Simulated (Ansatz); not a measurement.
AlRu, one cell by several methods

```
CELL_PARAMETERS angstrom
2.99160 0.00000 0.00000
0.00000 2.99160 0.00000
0.00000 0.00000 2.99160
ATOMIC_POSITIONS crystal
Al 0.00000 0.00000 0.00000
Ru 0.50000 0.50000 0.50000
```

Atoms are numbered in the order listed.

The cell is COD entry 1527371, as deposited and not checked against the literature; nothing was relaxed.

Spin polarisation is left out, and whether a magnetic state lies lower isn't shown here.

All numbers are computed: DFT, PBE, PAW with Ansatz's default frozen-core files, scalar-relativistic (Ansatz 0.2.0); DFT, PBE, all-electron PAW with datasets made for the crystal, scalar-relativistic (Ansatz 0.2.0); DFT, PBE, all-electron LAPW, scalar-relativistic (Ansatz 0.2.0).

For PAW: a Γ-centred 12×12×12 k mesh, Fermi–Dirac smearing of 0.05 eV, cutoff 420 eV, no spin polarisation. The crystal-made all-electron datasets (AE datasets) take a cutoff of 280 eV at this cell. LAPW targets a basis error of 1 meV/atom. The Ansatz runs share mesh, smearing and spin set-up. Plane-wave (PAW) pressures include the program's estimate of the Pulay term.

Stress and pressure are positive in compression.

Levels count from the Fermi level.

```
                      quantity     PAW  AE datasets    LAPW
                pressure (GPa)    2.48         2.43    2.43
highest filled level at Γ (eV)  -3.555       -3.555  -3.555
  lowest empty level at Γ (eV)   0.186        0.187   0.187
highest filled level at M (eV)  -1.159       -1.157  -1.157
  lowest empty level at M (eV)   1.546        1.546   1.546
highest filled level at R (eV)  -4.619       -4.622  -4.622
  lowest empty level at R (eV)   1.639        1.639   1.639
```

PAW's pressure differs from the LAPW value by +0.05 GPa.
